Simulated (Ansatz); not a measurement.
The system is HfC.

```
CELL_PARAMETERS angstrom
0.00000 2.22801 2.22801
2.22801 0.00000 2.22801
2.22801 2.22801 0.00000
ATOMIC_POSITIONS crystal
Hf 0.50000 0.50000 0.50000
C 0.00000 0.00000 0.00000
```

The cell isn't the ideal one: volume scaled by 0.88.

| Item | Value |
| --- | --- |
| Program | Ansatz 0.2.0 |
| Task | relaxation of cell and atoms |
| Functional | LDA |
| Potentials or basis | all-electron LAPW, non-relativistic |
| Basis error allowed | 0.001 eV/atom |
| k mesh | 10 × 10 × 10 |
| Occupations | gaussian, width 0.025 eV |
| Spin | collinear spin, random start |
| Starting moments | [0.06, 0.0] μB |

At the start: volume 11.06 Å³/atom.

Q: How do energy, volume and symmetry change on relaxing?

A: Over 5 steps the energy falls by 169.3 meV/atom and the volume is 12.56 Å³/atom (+13.5 %); space group Fm-3m (No. 225, to 0.05 Å); moment 0.00 μB per cell.

The path:
| step | energy change (eV) | largest force (eV/Å) | volume (Å³) |
| --- | --- | --- | --- |
| 1 | 0.0000 | 0.0000 | 22.12 |
| 2 | -0.3338 | 0.0000 | 25.52 |
| 3 | -0.3385 | 0.0000 | 25.18 |
| 4 | -0.3387 | 0.0000 | 25.11 |
| 5 | -0.3387 | 0.0000 | 25.11 |

Final structure:
```
CELL_PARAMETERS angstrom
0.00000 2.32433 2.32433
2.32433 0.00000 2.32433
2.32433 2.32433 0.00000
ATOMIC_POSITIONS crystal
Hf 0.50000 0.50000 0.50000
C 0.00000 0.00000 0.00000
```

Caveat: relativity is left out, which matters for the heavier elements; the starting moments weren't kept.
